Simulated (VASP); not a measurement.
# In (I4/mmm) in VASP: further runs

One crystal, In, is run at these levels: PBEsol; tasks: single point, relaxation of cell and atoms.

Everything below comes from runs of VASP 6.6.1. Logs are shortened: lines on timing, memory, paths and dates and some standing lists are left out, and cuts for length are marked.

## 1. The structure

It takes space group I4/mmm (No. 139, tetragonal). Conventional cell: a = 3.389 Å, b = 3.389 Å, c = 4.595 Å, α = 90.00°, β = 90.00°, γ = 90.00°. In (site symmetry 4/mmm) is surrounded by 12 In at 3.32 to 3.39 Å.

## 2. Single point, PBEsol

INCAR

```
SYSTEM = In
PREC     = Accurate       ! precision mode
ENCUT    = 520            ! plane-wave cutoff, eV
EDIFF    = 1E-6           ! SCF threshold, eV
ISMEAR   = 0              ! smearing method
SIGMA    = 0.1            ! smearing width, eV
LREAL    = .False.        ! projectors in reciprocal space
LASPH    = .True.         ! aspherical terms in the spheres
NELM     = 60             ! most SCF steps
ALGO     = Fast           ! electronic algorithm
ISIF     = 2              ! what is computed and relaxed
LWAVE    = .False.        ! write WAVECAR
LCHARG   = .True.         ! write CHGCAR
GGA      = PS             ! functional
LELF     = .True.         ! ELF
LVHAR    = .True.
```

KPOINTS

```
Automatic mesh
0
Gamma
  18 18 18
  0 0 0
```

POSCAR

```
In
1.0
   -1.6947072700      1.6947072700      2.2973723900
    1.6947072700     -1.6947072700      2.2973723900
    1.6947072700      1.6947072700     -2.2973723900
In
1
Direct
    0.0000000000      0.0000000000      0.0000000000
```

Potentials or basis: VASP PAW PBE potentials, release 64 (In_d).

Run with:

```sh
$ cat potpaw_PBE.64/In_d/POTCAR > POTCAR
$ mpirun -np 1 vasp_std > vasp.out
```

OUTCAR:

```text
SYSTEM = In
   PREC = Accurate
   ENCUT = 520
   EDIFF = 1E-6
   ISMEAR = 0
   LREAL = .False.
   LASPH = .True.
   NELM = 60
   ISIF = 2
   GGA = PS

 ion  position               nearest neighbor table
   1  0.000  0.000  0.000-

  LATTYP: Found a body centered tetragonal cell.
 ALAT       =     3.3894145400
 C/A-ratio  =     1.3556160587

  Lattice vectors:

 A1 = (  -1.6947072700,   1.6947072700,   2.2973723900)
 A2 = (   1.6947072700,  -1.6947072700,   2.2973723900)
 A3 = (   1.6947072700,   1.6947072700,  -2.2973723900)

Analysis of symmetry for initial positions (statically):
=====================================================================
 Subroutine PRICEL returns:
 Original cell was already a primitive cell.

 Routine SETGRP: Setting up the symmetry group for a
 body centered tetragonal supercell.

 Subroutine GETGRP returns: Found 16 space group operations
 (whereof 16 operations were pure point group operations)
 out of a pool of 16 trial point group operations.

The static configuration has the point symmetry D_4h.

Analysis of symmetry for dynamics (positions and initial velocities):
=====================================================================
 Subroutine PRICEL returns:
 Original cell was already a primitive cell.

 Routine SETGRP: Setting up the symmetry group for a
 body centered tetragonal supercell.

 Subroutine GETGRP returns: Found 16 space group operations
 (whereof 16 operations were pure point group operations)
 out of a pool of 16 trial point group operations.

The dynamic configuration has the point symmetry D_4h.

 Subroutine INISYM returns: Found 16 space group operations
 (whereof 16 operations are pure point group operations),
 and found     1 'primitive' translations

----------------------------------------------------------------------------------------

                                     Primitive cell

  volume of cell :      26.3925

  direct lattice vectors                    reciprocal lattice vectors
    -1.694707270  1.694707270  2.297372390     0.000000000  0.295036204  0.217639945
     1.694707270 -1.694707270  2.297372390     0.295036204  0.000000000  0.217639945
     1.694707270  1.694707270 -2.297372390     0.295036204  0.295036204  0.000000000

  length of vectors
     3.319937554  3.319937554  3.319937554     0.366624477  0.366624477  0.417244201

  position of ions in fractional coordinates (direct lattice)
     0.000000000  0.000000000  0.000000000

  ion indices of the primitive-cell ions
   primitive index   ion index
                 1           1

----------------------------------------------------------------------------------------

 KPOINTS: Automatic mesh

Automatic generation of k-mesh.
 Grid dimensions read from file:
 generate k-points for:   18   18   18

 Generating k-lattice:

  Cartesian coordinates                     Fractional coordinates (reciprocal lattice)
     0.000000000  0.016390900  0.012091108     0.055555556 -0.000000000  0.000000000
     0.016390900  0.000000000  0.012091108    -0.000000000  0.055555556  0.000000000
     0.016390900  0.016390900  0.000000000     0.000000000  0.000000000  0.055555556

  Length of vectors
     0.020368027  0.020368027  0.023180233

  Shift w.r.t. Gamma in fractional coordinates (k-lattice)
     0.000000000  0.000000000  0.000000000

 Subroutine IBZKPT returns following result:
 ===========================================

 Found    480 irreducible k-points:

 Following reciprocal coordinates:
            Coordinates               Weight
  0.000000  0.000000  0.000000      1.000000
  0.055556  0.000000  0.000000      8.000000
  0.111111  0.000000  0.000000      8.000000
  0.166667  0.000000  0.000000      8.000000
  0.222222  0.000000 -0.000000      8.000000
  0.277778  0.000000  0.000000      8.000000
[... 16 lines left out ...]
 -0.277778  0.055556  0.000000     16.000000
 -0.222222  0.055556  0.000000     16.000000
 [... further k-points ...]
   k-points           NKPTS =    480   k-points in BZ     NKDIM =    480   number of bands    NBANDS=     10
   number of dos      NEDOS =    301   number of ions     NIONS =      1
   total plane-waves  NPLWV =  21952
   dimension x,y,z NGX =    28 NGY =   28 NGZ =   28
   dimension x,y,z NGXF=    56 NGYF=   56 NGZF=   56
   ions per type =               1
   NGX,Y,Z   is equivalent  to a cutoff of  14.02, 14.02, 14.02 a.u.
   NGXF,Y,Z  is equivalent  to a cutoff of  28.04, 28.04, 28.04 a.u.
 SYSTEM =  In
   PREC   = accura    normal or accurate (medium, high low for compatibility)
   ISTART =      0    job   : 0-new  1-cont  2-samecut
   ICHARG =      2    charge: 1-file 2-atom 10-const
   ISPIN  =      1    spin polarized calculation?
   LNONCOLLINEAR =      F non collinear calculations
   LSORBIT =      F    spin-orbit coupling
   LASPH  =      T    aspherical Exc in radial PAW
   ENCUT  =  520.0 eV  38.22 Ry    6.18 a.u.   6.17  6.17  6.17*2*pi/ulx,y,z
   NELM   =     60;   NELMIN=  2; NELMDL= -5     # of ELM steps
   EDIFF  = 0.1E-05   stopping-criterion for ELM
   LREAL  =      F    real-space projection
   EDIFFG = 0.1E-04   stopping-criterion for IOM
   NSW    =      0    number of steps for IOM
   IBRION =     -1    ionic relax: 0-MD 1-quasi-New 2-CG
   NFREE  =      0    steps in history (QN), initial steepest desc. (CG)
   ISIF   =      2    stress and relaxation
   ISYM   =      2    0-nonsym 1-usesym 2-fastsym
   POTIM  = 0.5000    time-step for ionic-motion
   TEBEG  =    0.0;   TEEND  =   0.0 temperature during run
   PSTRESS=    0.0 pullay stress
   NELECT =      13.0000    total number of electrons
   NUPDOWN=      -1.0000    fix difference up-down
   EMIN   =  10.00;   EMAX   =-10.00  energy-range for DOS
   EFERMI =   0.00;   METHOD = LEGACY
   ISMEAR =     0;   SIGMA  =   0.10  broadening in eV -4-tet -1-fermi 0-gaus
   EFERMI_NEDOS =   21; number of points for ismear=-14 and -15
   IALGO  =     68    algorithm
   IMIX   =      4    mixing-type and parameters
     AMIX     =   0.40;   BMIX     =  1.00
     AMIX_MAG =   1.60;   BMIX_MAG =  1.00
  volume/ion in A,a.u.               =      26.39       178.11
  Fermi-wavevector in a.u.,A,eV,Ry     =   1.292892  2.443212 22.743098  1.671571
  Thomas-Fermi vector in A             =   2.424572
   LORBIT       =      0    0 simple, 1 ext, 2 COOP (PROOUT), +10 PAW based schemes
   GGA     = PS    functional components
   LHFCALC =     F    Hartree Fock is set to
   AEXX    =    0.0000 exact exchange contribution
   IVDW    =     0    specifies the selected vdW correction
   LEPSILON=     F    determine dielectric tensor
   LRPA    =     F    only Hartree local field effects (RPA)
 non-spin polarized calculation
 RMM-DIIS sequential band-by-band and
 Gauss-broadening in eV      SIGMA  =   0.10
  energy-cutoff  :      520.00
  volume of cell :       26.39
 maximum number of plane-waves:       726
 NGX is ok and might be reduce to    28
   NGX = 13   NGY = 13   NGZ = 13

 number of electron      13.0000005 magnetization

 Free energy of the ion-electron system (eV)
  ---------------------------------------------------
  ext. energy  EPLUGINS =         0.00000000
  ---------------------------------------------------
  free energy    TOTEN  =        -2.98195606 eV

  energy without entropy =       -2.97991641  energy(sigma->0) =       -2.98093623

 E-fermi :   7.2704     XC(G=0): -10.3640

 val. band max:        7.2562538567   @ k =  -0.1667   0.3889   0.0556
 cond. band min:       7.2762673095   @ k =  -0.4444  -0.4444   0.3889
 fundamental gap:      0.0200134527
 Fermi energy:         7.2703617242

 k-point     1 :       0.0000    0.0000    0.0000
  band No.  band energies     occupation
      1      -7.2962      2.00000
      2      -7.2962      2.00000
      3      -7.2431      2.00000
      4      -7.1379      2.00000
      5      -7.0824      2.00000
      6      -2.2479      2.00000
      7      17.6628      0.00000
      8      17.7721      0.00000
      9      17.7721      0.00000
     10      18.7840      0.00000

 k-point     2 :       0.0556    0.0000    0.0000
  band No.  band energies     occupation
      1      -7.2944      2.00000
      2      -7.2905      2.00000
      3      -7.2406      2.00000
      4      -7.1379      2.00000
      5      -7.0838      2.00000
      6      -2.1809      2.00000
      7      16.8203      0.00000
      8      17.5976      0.00000
      9      17.6215      0.00000
     10      18.6303      0.00000

 k-point     3 :       0.1111    0.0000    0.0000
  band No.  band energies     occupation
      1      -7.2916      2.00000
      2      -7.2766      2.00000
      3      -7.2326      2.00000
      4      -7.1356      2.00000
      5      -7.0865      2.00000
      6      -1.9787      2.00000
      7      15.0335      0.00000
      8      17.2594      0.00000
      9      17.3343      0.00000
     10      18.5514      0.00000

 k-point     4 :       0.1667    0.0000    0.0000
  band No.  band energies     occupation
      1      -7.2926      2.00000
      2      -7.2628      2.00000
      3      -7.2213      2.00000
      4      -7.1242      2.00000
      5      -7.0859      2.00000
      6      -1.6390      2.00000
      7      13.1273      0.00000
      8      16.8212      0.00000
      9      17.0134      0.00000
     10      18.4984      0.00000

 k-point     5 :       0.2222    0.0000   -0.0000
  band No.  band energies     occupation
      1      -7.2991      2.00000
      2      -7.2584      2.00000
      3      -7.2142      2.00000
      4      -7.0972      2.00000
      5      -7.0748      2.00000
      6      -1.1591      2.00000
      7      11.2594      0.00000
      8      16.3852      0.00000
      9      16.6969      0.00000
     10      18.4446      0.00000

 k-point     6 :       0.2778    0.0000    0.0000
  band No.  band energies     occupation
      1      -7.3097      2.00000
      2      -7.2642      2.00000
      3      -7.2166      2.00000
      4      -7.0575      2.00000
      5      -7.0511      2.00000
      6      -0.5375      2.00000
      7       9.4750      0.00000
      8      15.9901      0.00000
      9      16.4166      0.00000
     10      18.3859      0.00000
[... 183 lines left out ...]
 k-point    21 :      -0.3889    0.0556    0.0000
  band No.  band energies     occupation
      1      -7.3280      2.00000
      2      -7.2793      2.00000
      3      -7.2251      2.00000
      4      -7.0160      2.00000
      5      -6.9836      2.00000
      6       0.8507      2.00000
      7       6.8278      2.00000
      8      15.1161      0.00000
      9      15.6275      0.00000
     10      17.7370      0.00000

 k-point    22 :      -0.3333    0.0556    0.0000
  band No.  band energies     occupation
      1      -7.3195      2.00000
      2      -7.2670      2.00000
      3      -7.2147      2.00000
      4      -7.0542      2.00000
      5      -7.0124      2.00000
      6       0.0002      2.00000
      7       8.4278      0.00000
      8      15.3072      0.00000
      9      15.9768      0.00000
     10      17.9205      0.00000

 k-point    23 :      -0.2778    0.0556    0.0000
  band No.  band energies     occupation
      1      -7.3119      2.00000
      2      -7.2553      2.00000
      3      -7.2065      2.00000
      4      -7.0937      2.00000
      5      -7.0425      2.00000
      6      -0.7127      2.00000
      7      10.1427      0.00000
      8      15.5488      0.00000
      9      16.3781      0.00000
     10      18.2432      0.00000

 k-point    24 :      -0.2222    0.0556    0.0000
  band No.  band energies     occupation
      1      -7.3073      2.00000
      2      -7.2495      2.00000
      3      -7.2052      2.00000
      4      -7.1258      2.00000
      5      -7.0659      2.00000
      6      -1.2845      2.00000
      7      11.9555      0.00000
      8      15.8664      0.00000
      9      16.7614      0.00000
     10      18.6043      0.00000

 [... further k-points ...]

------------------------ aborting loop because EDIFF is reached ----------------------------------------

  FORCE on cell =-STRESS in cart. coord.  units (eV):
  Direction    XX          YY          ZZ          XY          YZ          ZX
  --------------------------------------------------------------------------------------
  -------------------------------------------------------------------------------------
  Total       -0.2586224     -0.2586224     -0.1836207      0.0000000      0.0000000      0.0000000
  in kB      -15.6998665    -15.6998665    -11.1468330      0.0000000      0.0000000      0.0000000
  external PRESSURE =     -14.1821886 kB  Pullay stress =       0.0000000 kB

 VOLUME and BASIS-vectors are now :
 -----------------------------------------------------------------------------
  energy-cutoff  :      520.00
  volume of cell :       26.39
      direct lattice vectors                 reciprocal lattice vectors
    -1.694707270  1.694707270  2.297372390     0.000000000  0.295036204  0.217639945
     1.694707270 -1.694707270  2.297372390     0.295036204  0.000000000  0.217639945
     1.694707270  1.694707270 -2.297372390     0.295036204  0.295036204  0.000000000

 POSITION                                       TOTAL-FORCE (eV/Angst)
 -----------------------------------------------------------------------------------
      0.00000      0.00000      0.00000        -0.000000     -0.000000     -0.000000
 -----------------------------------------------------------------------------------
    total drift:                               -0.000000     -0.000000     -0.000000

  FREE ENERGIE OF THE ION-ELECTRON SYSTEM (eV)
  ---------------------------------------------------
  free  energy   TOTEN  =        -2.9819560585 eV

  energy  without entropy=       -2.9799164108  energy(sigma->0) =       -2.98093623
```

It took 88 s on 1 thread of Intel Xeon Platinum 8488C (Sapphire Rapids), shared host; peak memory 0.26 GiB.

What came out:

```
Free energy            : -2.9820 eV
Pressure               : -1.4 GPa
Band gap on the k mesh : none (metal or under the smearing width)
```

Stress tensor (GPa, compression positive):
```
-1.57  0.00  0.00
 0.00 -1.57  0.00
 0.00  0.00 -1.11
```

Caveat: the PAW data sets were made with another functional, which shifts forces and pressure a little.

(Part 1 of 2 ends here.)
